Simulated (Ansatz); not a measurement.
# Structure optimisation: gallium, fcc

Computed with DFT, RPBE, plane waves (420 eV) with PAW, scalar-relativistic in Ansatz 0.2.0. (PAW data from PBE, frozen cores regenerated.)

k-point mesh 13×13×13, Fermi-Dirac smearing 0.1 eV, no spin polarisation. Cell and atoms relax.

Starting structure:

```yaml
crystal:
  lattice:
    - [0.0, 2.1397919757, 2.1397919757]
    - [2.1397919757, 0.0, 2.1397919757]
    - [2.1397919757, 2.1397919757, 0.0]
  atoms:
    - { symbol: Ga, position: [0.0, 0.0, 0.0] }
hamiltonian:
  xc: rpbe
  pseudopotentials:
    kind: paw
    azcp:
      Ga: "pseudopotentials/Ga.paw.azcp"
basis:
  ecutwfc: 420
  fft_grid_basis: typed
kpoints:
  mp_grid: { grid: [13, 13, 13], shift: [0, 0, 0] }
magnetization:
  spin_polarized: false
scf:
  occupations: { method: fermi_dirac, width: 0.1 }
relax:
  max_steps: 60
  f_tol: 0.01
  cell: {}
```

Task: What cell does the relaxation end in?

Result: Fm-3m with a = 4.286 Å; 19.68 Å³ per atom against 19.59 at the start (0.5 %).

Task: How much energy does the relaxation gain?

Result: 0.1 meV per atom.

Path of the relaxation (the plane waves are chosen anew near the end, which can shift the energy a little):

```csv
step,E − E(final) (meV/atom),V (Å³/atom),P (GPa),max force (eV/Å)
0,0.08,19.595,0.23,0.000
1,0.03,19.684,0.03,0.000
2,0.00,19.684,0.03,0.000
```
